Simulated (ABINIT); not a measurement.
The system is HfN.

```
Hf N
1.0
     0.00000    2.25600    2.25600
     2.25600    0.00000    2.25600
     2.25600    2.25600    0.00000
Hf N
1 1
Direct
  0.00000 0.00000 0.00000
  0.50000 0.50000 0.50000
```

Program: ABINIT 10.8.3 (patched build). Alike in all runs: potentials or basis JTH PAW PBE v2.0; no spin polarisation; cell as given; smearing fermi-dirac 0.05 eV. Hardware: 1 thread of Arm Neoverse V1, on a shared host.

Task: Order these runs on this cell by their wall time, lowest first.
A. task band structure; level BP86; k mesh 10 × 10 × 10; cutoff (eV) 707; fine-grid cutoff 1306.15 eV; mesh quality not flagged
B. task single point; level r2SCAN; k mesh 13 × 13 × 13; cutoff (eV) 844; fine-grid cutoff 1442.2 eV; mesh quality not flagged
C. task single point; level PBEsol; k mesh 6 × 6 × 6; cutoff (eV) 707; fine-grid cutoff 1306.15 eV; mesh quality coarse

Result: C (21 s), A (72 s), B (200 s).

Caveats: some runs use coarse meshes.

Runs at the PBE level aren't shown here.
